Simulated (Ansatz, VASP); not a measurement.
One calculation of Mg2Ge, two programs

The input INCAR:

```
SYSTEM = Mg2Ge
ALGO = Normal ; EDIFF = 1E-7
ENCUT = 520 ; GGA = PE
ISIF = 2 ; ISMEAR = -1
LASPH = .True. ; LCHARG = .False.
LREAL = .False. ; LWAVE = .False.
NBANDS = 16 ; NELM = 100
PREC = Accurate ; SIGMA = 0.05
```

The input KPOINTS:

```
k-points
0
Gamma
  7 7 7
  0 0 0
```

POSCAR

```
Mg2Ge
1.0
    0.0000000000      3.1890000000      3.1890000000
    3.1890000000      0.0000000000      3.1890000000
    3.1890000000      3.1890000000      0.0000000000
Ge Mg
1 2
Direct
   -0.0077970000     -0.0009860000      0.0084990000
    0.7473550000      0.7557760000      0.7438750000
    0.2482200000      0.2506360000      0.2504660000
```

Contents of input.yaml:

```yaml
crystal:
  lattice:
    - [0.0, 3.189, 3.189]
    - [3.189, 0.0, 3.189]
    - [3.189, 3.189, 0.0]
  atoms:
    - { symbol: Ge, position: [-0.007797, -0.000986, 0.008499] }
    - { symbol: Mg, position: [0.747355, 0.755776, 0.743875] }
    - { symbol: Mg, position: [0.24822, 0.250636, 0.250466] }
hamiltonian:
  xc: pbe
  pseudopotentials: { kind: paw }
kpoints:
  mp_grid: { grid: [7, 7, 7] }
scf:
  occupations: { method: fermi_dirac, width: 0.05 }
output:
  forces: true
  stress: true
  eigenvalues: true
  write_density: true
  write_potential: true
  elf: true
  volumetric_format: npy
```

Change from the starting cell: atoms moved at random, drawn with an rms of 0.05 Å.

Alike in both runs: task single point; functional PBE; k mesh 7 × 7 × 7; occupations fermi-dirac, width 0.05 eV; no spin polarisation.

|  | VASP | Ansatz |
| --- | --- | --- |
| version | VASP 6.6.1 | Ansatz 0.2.0 |
| potentials or method | VASP PAW PBE potentials, release 64 (Ge_d, Mg) | Ansatz PAW |
| plane-wave cutoff (eV) | 520 | 420 |
| valence electrons in the cell | 18 | 34 |

|  | VASP | Ansatz | Ansatz less VASP |
| --- | --- | --- | --- |
| gap on the k mesh at the Fermi level (eV) | 0.25 | 0.25 | +0.002 |
| least direct gap on the mesh (eV) | 1.03 | 1.04 | +0.005 |
| pressure (GPa) | 0.9 | 1.1 | +0.15 |
| largest component of the traceless stress (GPa) | 0.13 | 0.13 | +0.002 |
| rms of the force components (eV/Å) | 0.100 | 0.100 | +0.0001 |

Atom by atom the forces differ by 0.000 eV/Å (rms over components). With one functional, cell and mesh, what is left measures potentials, basis and numerics. The two sets of potentials don't hold the same shells in valence.

Caveats: an odd mesh through Γ misses points on the zone boundary, where band edges often lie (VASP); odd divisions of the mesh miss points on the zone boundary, where band edges often lie, so the gap on the mesh can be too wide (Ansatz).
